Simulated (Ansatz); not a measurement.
# GaN (F-43m) in Ansatz: notebook

Runs on GaN. Level: PBE. Tasks: single point.

Program: Ansatz 0.2.0. These are calculated values, not measurements. Logs are shortened: lines on timing, memory, paths and dates and some standing lists are left out, and cuts for length are marked.

**What was measured.**

A printed reference work, textbook reports, for a bulk crystal of GaN at 0 K: band gap 3.299 eV (direct).

The results are compared with them further down.

## 1. The structure

The structure is cubic, space group F-43m (No. 216). The conventional cell has a = 4.507 Å, b = 4.507 Å, c = 4.507 Å, α = 90.00°, β = 90.00°, γ = 90.00°. Ga (site symmetry -43m) is surrounded by 4 N at 1.95 Å. N (site symmetry -43m) is surrounded by 4 Ga at 1.95 Å.

The cell is a database's computed one.

## 2. Single point, PBE

input.yaml

```yaml
crystal:
  lattice:
    - [0.0, 2.2535006075, 2.2535006075]
    - [2.2535006075, 0.0, 2.2535006075]
    - [2.2535006075, 2.2535006075, 0.0]
  atoms:
    - { symbol: Ga, position: [0.0, 0.0, 0.0] }
    - { symbol: "N", position: [0.25, 0.25, 0.25] }
kpoints:
  mp_grid: { grid: [10, 10, 10] }
scf:
  occupations: { method: gaussian, width: 0.026 }
hamiltonian:
  xc: pbe
  pseudopotentials: { kind: all_electron, lapw: { basis_error: 0.001 } }
output:
  forces: true
  stress: true
  eigenvalues: true
```

Potentials or basis: all-electron LAPW, scalar-relativistic.

Command:

```
$ ansatz run input.yaml --threads 1 --pin off --max-ram 3072MiB --backend cpu --events-out ev --progress --plain --runs-dir out
```

Output:

```text
Warning: RAYON_NUM_THREADS=1 ignored (pool sized by the plan → 1); use --threads N
LAPW: plane waves up to 10.519 Å⁻¹, error target 1.0e-3 eV per atom; small_component_spin mean_spin; N in spheres of 0.857 Å, 7 of its electrons in bands, Dirac shells []; Ga in spheres of 1.095 Å, 21 of its electrons in bands, Dirac shells [] (how accurate: hamiltonian.pseudopotentials.lapw.basis_error, Limitations)
Engine: ansatz 0.2.0, x86_64-unknown-linux-gnu
Pseudopotentials: kind: all_electron
Pseudopotential: Ga, LAPW, valence charge 21, lapw/all_electron/scalar/gaussian/Ga, Koelling and Harmon's equation, gaussian nucleus
Pseudopotential: N, LAPW, valence charge 7, lapw/all_electron/scalar/gaussian/N, Koelling and Harmon's equation, gaussian nucleus
Functional definition: PBE
  parameter kappa = 0.804
  parameter beta = 0.06672455060314922
  exchange = pbe_x(kappa = kappa, mu = beta*pi^2/3)
  correlation = pbe_c(beta = beta)
Crystal: 2 atoms, lattice volume = 22.888 Å³
Basis set: ecut = 421.5492411671274 eV, 459 PW (Γ), exchange–correlation at level 2
Bands: 18, of which v1, the nominal top of the filled ones, is band 14 counted from 1 (13 counted from 0)
Symmetry: 24 space group operations
Space group: F-43m (ITA 216), of the structure as read, at distance tolerance 2.8e-5 Å
k-points: 47 of 1000 (time reversal used)
Non-local potential: Ga, projectors of the file, none
Non-local potential: N, projectors of the file, none
Initial density: superposition of atomic densities (chi_scale 0.1, normalization cell, long waves kept (reshape's long-wave potential 0.00 eV rms))
Initial wavefunctions: plane waves of lowest kinetic energy (no species holds an atomic orbital)
Functional: x = pbe(κ = 0.804, μ = 0.2195149727645171), c = pbe(β = 0.06672455060314922)
iter 1 solved again at ethr=1.89e-2 eV; its pass at ethr=1.00e-1 eV (dr2=5.29e0 eV) is discarded
SCF iter   1: F=—  HF=-54392.852122 eV  |F-HF|=—  |Δ(HF+E_count)|=         —  Δρ=1.36e-1  dr2=5.29e0  ethr=1.89e-2  ⟨swp⟩=2.0  Hψ=5518  notcnv=0
preconditioner: auto → none  [insulator: Δε(μ)=3.174 eV  Ē_g=18.314 eV  σ=0.026 eV  W_gap=1.00  n_scr=14 (ndim 8)  ℏωp=32.9 eV  f_vac=0.000  D(μ)=0.00/eV (n_scr^D=0)  ε∞_Penn≈4.2]
SCF iter   2: F=—  HF=-54391.349361 eV  |F-HF|=—  |Δ(HF+E_count)|=    1.50e0  Δρ=5.85e-2  dr2=6.66e-1  ethr=1.89e-2  ⟨swp⟩=3.0  Hψ=2677  notcnv=0
iter 3 solved again at ethr=1.43e-4 eV; its pass at ethr=2.38e-3 eV (dr2=4.00e-2 eV) is discarded
SCF iter   3: F=—  HF=-54390.863247 eV  |F-HF|=—  |Δ(HF+E_count)|=   4.86e-1  Δρ=1.50e-2  dr2=4.01e-2  ethr=1.43e-4  ⟨swp⟩=2.0  Hψ=4507  notcnv=0
SCF iter   4: F=—  HF=-54390.864431 eV  |F-HF|=—  |Δ(HF+E_count)|=         —  Δρ=2.66e-3  dr2=1.73e-3  ethr=1.43e-4  ⟨swp⟩=2.0  Hψ=2538  notcnv=0
the basis was enlarged: its passes take 186.8 KiB over the memory plan, 1 of 1 planned eigensolver slots
SCF iter   5: F=—  HF=-54390.858991 eV  |F-HF|=—  |Δ(HF+E_count)|=   5.44e-3  Δρ=4.53e-4  dr2=4.43e-5  ethr=6.20e-6  ⟨swp⟩=2.8  Hψ=2475  notcnv=0
SCF iter   6: F=—  HF=-54390.858915 eV  |F-HF|=—  |Δ(HF+E_count)|=   7.53e-5  Δρ=2.39e-4  dr2=5.21e-6  ethr=1.58e-7  ⟨swp⟩=3.0  Hψ=2487  notcnv=0
SCF iter   7: F=—  HF=-54390.858919 eV  |F-HF|=—  |Δ(HF+E_count)|=   4.18e-6  Δρ=4.31e-5  dr2=1.96e-7  ethr=1.86e-8  ⟨swp⟩=3.0  Hψ=2453  notcnv=0
SCF iter   8: F=-54390.858920 eV  HF=-54390.858920 eV  |F-HF|=2.49e-9  |Δ(HF+E_count)|=   2.06e-7  Δρ=3.41e-6  dr2=1.57e-9  ethr=7.00e-10  ⟨swp⟩=3.0  Hψ=2483  notcnv=0
SCF 1 converged in 8 iterations: F = -54390.858920 eV  dr2 = 1.57e-9
SCF converged after 8 iterations
Free energy (F): -54390.858920 eV
Harris-Foulkes:  -54390.858920 eV  (|F-HF|=2.49e-9)
Internal energy: -54390.858920 eV  (E = F + TS)
E sigma→0 (E₀):  -54390.858920 eV
Fermi energy:    12.267956 eV
--- Per-component energies (eV) ---
  E_band       = -1451.228499
  E_kinetic    = 55428.848806
  E_xc         = -2248.781887
  E_electrostatic = -107570.925838  (all electrons and nuclei)
  E_smearing   = -0.000000  (= −TS)
  E_closure    = 0.000000  (closes the sum)
  E_atoms      = -54378.687074  (free atoms, spherical and without spin; not in F)
  Σ components = -54390.858920   (vs F -54390.858920, Δ=0.00e0)
  Basis errors (estimates in eV, not in F): energy 4.5e-4 per atom: plane waves 4.0e-4 (2.4e-4 summed), levels above the bands 0.0e0, relativity 6.3e-8, radial functions 4.5e-5, core shells 2.3e-10; eigenvalues (radial functions only) 1.0e-5; not estimated: angular momenta, meshes, grids; target (lapw.basis_error) 1.0e-3; muffin-tin radii N 0.857 Å, Ga 1.095 Å
--- Forces (eV/Å), atoms counted from 1 ---
  atom   1  Ga    -0.00000000     0.00000000     0.00000000
  atom   2  N      0.00000000    -0.00000000    -0.00000000
  max |Σ_I F_I| component: 4.16e-17 eV/Å
--- Stress (GPa, compression-positive) ---
        4.934186      -0.000000       0.000000
       -0.000000       4.934186       0.000000
        0.000000       0.000000       4.934186
  P = ⅓ Tr σ = 4.9342 GPa (49.342 kbar)
--- Band table (eV; the first three rows and the last of 47) ---
  k-point 0: bands = ["-363.7358", "-130.6402", "-81.3840", "-81.3840", "-81.3840", "-4.5284", "-2.0914", "-2.0914", "-2.0914", "-1.7760", "-1.7760", "11.4006", "11.4006", "11.4006", "13.1348", "21.7147", "21.7147", "21.7147"]
  k-point 1: bands = ["-363.7358", "-130.6402", "-81.3841", "-81.3840", "-81.3840", "-4.4194", "-2.0779", "-2.0779", "-2.0515", "-1.7772", "-1.7772", "10.3033", "11.2942", "11.2942", "13.9909", "21.2166", "21.8779", "21.8779"]
  k-point 2: bands = ["-363.7358", "-130.6402", "-81.3845", "-81.3841", "-81.3841", "-4.1464", "-2.0466", "-2.0466", "-1.8847", "-1.7759", "-1.7759", "8.4943", "11.0325", "11.0325", "15.0707", "20.4370", "22.1391", "22.1391"]
  k-point 46: bands = ["-363.7358", "-130.6401", "-81.3851", "-81.3848", "-81.3846", "-3.4768", "-1.9521", "-1.9076", "-1.7777", "-1.7487", "0.1787", "5.6540", "7.8146", "7.8444", "17.2304", "19.6041", "22.1305", "22.5932"]
```

Wall time 15 s (1 thread of Intel Xeon at 2.70GHz, shared host); peak memory 0.32 GiB.

What came out:

| Property | Result |
| --- | --- |
| Free energy | -54390.8589 eV |
| Pressure | 4.9 GPa |
| Band gap on the k mesh | 1.73 eV, direct |

## 3. Single point, PBE

Changes to input.yaml since step 2:

```diff
@@ -11,3 +11,3 @@
 scf:
-  occupations: { method: gaussian, width: 0.026 }
+  occupations: { method: gaussian, width: 0.05 }
 hamiltonian:
```

Potentials or basis: all-electron LAPW, scalar-relativistic.

Command:

```
$ ansatz run input.yaml --threads 1 --pin off --max-ram 3072MiB --backend cpu --events-out ev --progress --plain --runs-dir out
```

Wall time 28 s (1 thread of Intel Xeon at 2.70GHz, shared host); peak memory 0.32 GiB.

The run converged. Its results:

- Free energy: -54390.8589 eV
- Pressure: 4.9 GPa
- Band gap on the k mesh: 1.73 eV, direct

Levels at points of the mesh, in eV from the valence-band top:
| k point | band 11 | band 12 | band 13 | band 14 | band 15 | band 16 | band 17 | band 18 |
| --- | --- | --- | --- | --- | --- | --- | --- | --- |
| (0.00, 0.00, 0.00) | -13.18 | 0.00 | 0.00 | 0.00 | 1.73 | 10.31 | 10.31 | 10.31 |
| (0.00, 0.00, -0.50) | -11.91 | -7.03 | -0.97 | -0.97 | 4.65 | 8.73 | 10.36 | 10.36 |
| (0.00, -0.50, -0.50) | -11.48 | -6.12 | -2.70 | -2.70 | 3.36 | 6.67 | 11.71 | 13.96 |

## 4. Comparison with measurements

Step 2. A measured gap of GaN is 3.299 eV (direct; 0 K; a printed reference work, textbook); the calculated 1.73 eV misses it by -1.56 eV. Spin-orbit coupling on Ga is left out. The value is that of PBE, without temperature or zero-point motion. Semilocal functionals fall short of measured gaps as a rule. The cell is a database's relaxed one, not the measured one, which moves gaps too.

Step 3. A measured gap of GaN is 3.299 eV (direct; 0 K; a printed reference work, textbook); the calculated 1.73 eV misses it by -1.56 eV. Spin-orbit coupling on Ga is left out. The value is that of PBE, without temperature or zero-point motion. Semilocal functionals fall short of measured gaps as a rule. The cell is a database's relaxed one, not the measured one, which moves gaps too.
